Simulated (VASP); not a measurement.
The system is TiO2.

```
Ti O
1.0
     4.59984    0.00000    0.00000
     0.00000    4.59984    0.00000
     0.00000    0.00000    2.95921
Ti O
2 4
Direct
  0.00000 0.00000 0.50000
  0.50000 0.50000 0.00000
  0.30432 0.30432 0.50000
  0.19568 0.80432 0.00000
  0.80432 0.19568 0.00000
  0.69568 0.69568 0.50000
```

The cell is a database's computed one.

| Quantity | Value |
| --- | --- |
| Program | VASP 6.6.1 |
| Task | relaxation of cell and atoms |
| Functional | PBEsol |
| Dispersion | D3 |
| Potentials or basis | VASP PAW PBE potentials, release 64 (Ti_sv, O) |
| Cutoff | 600 eV |
| k mesh | 6 × 6 × 9 |
| Occupations | fermi-dirac, width 0.05 eV |
| Spin | no spin polarisation |

At the start: pressure -4.3 GPa; volume 10.44 Å³/atom.

Q: How do energy, volume and symmetry change on relaxing?

A: Over 6 steps the energy falls by 2.7 meV/atom and the volume is 10.24 Å³/atom (-1.8 %); space group P4_2/mnm (No. 136, to 0.05 Å).

Step by step:
```
step  energy change (eV)  largest force (eV/Å)  pressure (GPa)  volume (Å³)
   1              0.0000                0.0393           -4.33        62.61
   2              0.0138                0.2203            6.34        60.09
   3             -0.0156                0.0632           -0.05        61.53
   4             -0.0156                0.0654            0.03        61.51
   5             -0.0160                0.0103            0.06        61.47
   6             -0.0160                0.0009            0.07        61.47
```

Final structure:
```
Ti O
1.0
     4.57571    0.00000    0.00000
     0.00000    4.57571    0.00000
     0.00000    0.00000    2.93574
Ti O
2 4
Direct
  0.00000 0.00000 0.50000
  0.50000 0.50000 0.00000
  0.30395 0.30395 0.50000
  0.19605 0.80395 0.00000
  0.80395 0.19605 0.00000
  0.69605 0.69605 0.50000
```

Caveat: the PAW data sets were made with another functional, which shifts forces and pressure a little.
